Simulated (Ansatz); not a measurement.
CO2:

```
O C
1.0
     2.63591   -2.38738    0.00000
     2.63591    2.38738    0.00000
     0.00000    0.00000    6.58717
O C
4 2
Cartesian
  2.6359 0.9239 4.0060
  2.6359 -0.9239 2.5811
  2.6359 1.4635 0.7124
  2.6359 -1.4635 5.8747
  2.6359 0.0000 3.2936
  0.0000 0.0000 0.0000
```

The cell comes from a database or a generator and needn't be the stable form of this composition.

| Quantity | Value |
| --- | --- |
| Program | Ansatz 0.2.0 |
| Task | relaxation of cell and atoms |
| Functional | LDA |
| Potentials or basis | Ansatz PAW |
| Cutoff | 420 eV (not typed: the program's choice for these potentials) |
| k mesh | 8 × 8 × 4 |
| Occupations | fermi-dirac, width 0.05 eV |
| Spin | no spin polarisation |

At the start: volume 13.82 Å³/atom.

Question: Where does the relaxation end?

Answer: It ends after 14 steps and the volume is 12.34 Å³/atom (-10.7 %); space group Cmce (No. 64, to 0.05 Å).

The path:
```
step  energy change (eV)  largest force (eV/Å)  volume (Å³)
   1              0.0000                0.5721        82.91
   2             -0.0663                0.0779        76.91
   3             -0.0637                0.0161        77.38
   4             -0.0635                0.0171        77.45
   5             -0.0639                0.0007        77.41
   6             -0.0375                0.0016        77.41
   7             -0.0601                0.0493        74.36
   8             -0.0579                0.0108        74.98
   9             -0.0580                0.0013        74.96
  10             -0.0437                0.0024        74.96
  11             -0.0494                0.0009        74.20
  12             -0.0442                0.0011        74.20
  13             -0.0451                0.0020        74.07
  14             -0.0441                0.0020        74.07
```

Final structure:
```
O C
1.0
     2.56778   -2.32230    0.00000
     2.56778    2.32230    0.00000
     0.00000    0.00000    6.21048
O C
4 2
Direct
  0.29697 0.70303 0.60888
  0.70303 0.29697 0.39112
  0.20303 0.79697 0.10888
  0.79697 0.20303 0.89112
  0.50000 0.50000 0.50000
  0.00000 0.00000 0.00000
```

Caveat: the plane-wave basis is chosen anew once the cell has moved, so the energies of steps on either side of that aren't comparable; the pressure holds a Pulay correction of +1.2 GPa for the finite cutoff; the PAW data sets come from PBE, with cores solved anew for the run's functional, which leaves a small shift of forces and pressure.
